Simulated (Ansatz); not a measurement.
A sublattice moved along a line in GaN

These are results of DFT r2SCAN, scalar-relativistic, plane waves, PAW in Ansatz 0.2.0, not measurements. The runs took a 500 eV cutoff, a Γ-centred 12×12×6 mesh and Gaussian smearing (0.05 eV). No spin polarisation. Energies are free energies at this smearing, counted from the undisturbed cell; pressure is positive in compression.

The starting cell (as given, not relaxed at this level; it stands at 1.1 GPa):

```
Ga N
1.0
     3.18000    0.00000    0.00000
    -1.59000    2.75396    0.00000
     0.00000    0.00000    5.16600
Ga N
2 2
Direct
  0.33333 0.66667 0.00000
  0.66667 0.33333 0.50000
  0.33333 0.66667 0.37500
  0.66667 0.33333 0.87500
```

Every Ga atom is moved by x along the Cartesian unit vector (-0.502, -0.290, -0.815); the cell and all other atoms stay fixed.

| x (Å) | ΔE (meV/cell) |
| --- | --- |
| -0.2000 | 604.4 |
| -0.1500 | 342.5 |
| -0.1000 | 157.5 |
| -0.0500 | 44.6 |
| 0.0000 | 0.0 |
| 0.0500 | 20.6 |
| 0.1000 | 104.2 |
| 0.1500 | 249.1 |
| 0.1750 | 344.3 |
| 0.2000 | 454.5 |

Problem. Predict the pressure (GPa) at each point.

Solution.
```tsv
x (Å)	pressure (GPa)
-0.2000	6.0
-0.1500	3.8
-0.1000	2.3
-0.0500	1.4
0.0000	1.1
0.0500	1.3
0.1000	2.0
0.1500	3.2
0.1750	4.0
0.2000	5.0
```